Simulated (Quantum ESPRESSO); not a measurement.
**CdS (Hawleyite): zone-centre phonons under several settings**

```xyz
2
Lattice="0.0000 2.9165 2.9165 2.9165 0.0000 2.9165 2.9165 2.9165 0.0000" Properties=species:S:1:pos:R:3 pbc="T T T"
Cd    0.0000    0.0000    0.0000
S     4.3748    4.3748    4.3748
```

All runs used Quantum ESPRESSO 7.5; k mesh 6 × 6 × 6, shifted; relaxed cell; no spin polarisation; occupations smeared at first, fixed for the response.

```csv
level,potentials,cutoff (eV),volume (Å³/atom),pressure (GPa),lowest optical mode without the field (cm⁻¹),sum of the Born charges (e)
PBEsol,GBRV 1.5 PBEsol,612,?,0.0,?,?
PBE,JTH 2.0 PBE,490,25.87,0.0,218,0.01
LDA,JTH 2.0 LDA,490,23.76,-0.1,245,0.01
```

Question: What stands in the row left open?

Answer: Volume 24.82 Å³/atom; lowest optical mode without the field 232 cm⁻¹; sum of the Born charges 0.00 e.

Caveats: the cutoff is low for these files, which shifts pressure and relaxed volume (some runs).

